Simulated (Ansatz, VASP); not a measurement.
**One calculation of HfN, two programs**

```
Hf N
1.0
     0.00000    2.25600    2.25600
     2.25600    0.00000    2.25600
     2.25600    2.25600    0.00000
Hf N
1 1
Direct
  0.00000 0.00000 0.00000
  0.50000 0.50000 0.50000
```

Alike in both runs: task single point; functional PBE; k mesh 12 × 12 × 12; occupations gaussian, width 0.05 eV; no spin polarisation.

|  | VASP | Ansatz |
| --- | --- | --- |
| version | VASP 6.6.1 | Ansatz 0.2.0 |
| potentials or method | VASP PAW PBE potentials, release 64 (Hf_pv, N) | scalar-relativistic, plane waves, PAW |
| plane-wave cutoff (eV) | 520 | 420 |
| valence electrons in the cell | 15 | 31 |

|  | VASP | Ansatz | Ansatz less VASP |
| --- | --- | --- | --- |
| gap on the k mesh at the Fermi level (eV) | none | none | - |
| pressure (GPa) | 4.0 | 6.5 | +2.41 |

A gap of «none» marks a metal or a gap that the smearing closes. The functional is the same, so the differences come from potentials, cutoffs and numerics. The two sets of potentials don't hold the same shells in valence.

The runs have no spin-orbit coupling, so splittings on Hf are missing.
